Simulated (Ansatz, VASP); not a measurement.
**One calculation of AlCo, two programs**

```xyz
2
Lattice="2.8286 0.0000 0.0000 0.0000 2.8286 0.0000 0.0000 0.0000 2.8286" Properties=species:S:1:pos:R:3 pbc="T T T"
Al    1.4143    1.4143    1.4143
Co    0.0000    0.0000    0.0000
```

Alike in both runs: functional r2SCAN; k mesh 6 × 6 × 6; occupations gaussian, width 0.1 eV; collinear spin.

Ansatz relaxed the structure, and its values are those at the end. VASP's run is a single point on that final structure, the one shown.

|  | VASP | Ansatz |
| --- | --- | --- |
| version | VASP 6.6.1 | Ansatz 0.2.0 |
| potentials or method | VASP PAW PBE potentials, release 64 (Al, Co) | scalar-relativistic, plane waves, PAW |
| plane-wave cutoff (eV) | 520 | 500 |
| valence electrons in the cell | 12 | 20 |

Ansatz gave:

- gap on the k mesh at the Fermi level (eV): none
- pressure (GPa): 0.0
- net moment per atom (μB): 0.12
- size of the moment on the site where the two differ most (μB): 0.35

Q: What did VASP give for the same quantities?

A: gap on the k mesh at the Fermi level (eV): none; pressure (GPa): -1.1; net moment per atom (μB): 0.00; size of the moment on the site where the two differ most (μB): 0.00.

The net moments differ so much that the two runs ended in different magnetic states, which moves the other rows too. Site moments also hang on the region over which each program counts them. A gap of «none» marks a metal or a gap that the smearing closes. The two sets of potentials don't hold the same shells in valence.

Caveats: the k mesh is coarse (spacing up to 0.37 Å⁻¹), so the values aren't converged; the PAW data sets were made with another functional, which shifts forces and pressure a little (VASP).
